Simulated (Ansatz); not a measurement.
# SnO2 and the effect of the pressure

The cell as given:

```cif
data_structure
_symmetry_space_group_name_H-M 'P4_2/mnm'
_symmetry_Int_Tables_number 136
_cell_length_a 4.7380
_cell_length_b 4.7380
_cell_length_c 3.1865
_cell_angle_alpha 90.000
_cell_angle_beta 90.000
_cell_angle_gamma 90.000
_cell_volume 71.53
loop_
_atom_site_label
_atom_site_type_symbol
_atom_site_symmetry_multiplicity
_atom_site_Wyckoff_symbol
_atom_site_fract_x
_atom_site_fract_y
_atom_site_fract_z
_atom_site_occupancy
Sn1 Sn 2 a 0.50000 0.50000 0.50000 1
O1 O 4 f 0.80710 0.19290 0.50000 1
```

Kept alike: task relaxation of cell and atoms; functional PBEsol; k mesh 6 × 6 × 8; occupations fermi-dirac, width 0.05 eV; no spin polarisation. Program: Ansatz, Ansatz PAW, cutoff 420 eV. The mesh is that of the run's cell of 6 atoms. No spin-orbit coupling.

```csv
"pressure, P (GPa)",band gap (eV),volume (Å³/atom),first edge of the run's cell (Å),third edge of the run's cell (Å)
0,0.919,12.176,4.769,3.212
2,1.024,12.050,4.749,3.206
5,1.178,11.876,4.721,3.197
10,1.421,11.615,4.677,3.185
20,1.866,11.177,4.605,3.162
30,2.268,10.815,4.544,3.143
```

Gaps hold for each row's own relaxed cell. The relaxations keep at least the cell's symmetry (P4_2/mnm). The runs follow the start's structure, whether or not it is the stable one at these pressures. Ansatz's relaxations hold a Pulay term in the stress (up to 1.0 GPa here). A gap read on the mesh alone can miss an edge between its points. All rows use potentials made for PBE.

What does the pressure change here?

The band gap rises from 0.919 to 2.268 eV between 0 and 30 GPa. The volume falls from 12.176 to 10.815 Å³/atom between 0 and 30 GPa. The volume falls ever more slowly, since the solid stiffens under load. At the pressures aimed at, which the runs meet within some tenths of a GPa, the step from 0 to 5 GPa gives a mean bulk modulus near 200 GPa, the last step 304 GPa. The first edge of the run's cell falls from 4.769 to 4.544 Å between 0 and 30 GPa. The third edge of the run's cell falls from 3.212 to 3.143 Å between 0 and 30 GPa.
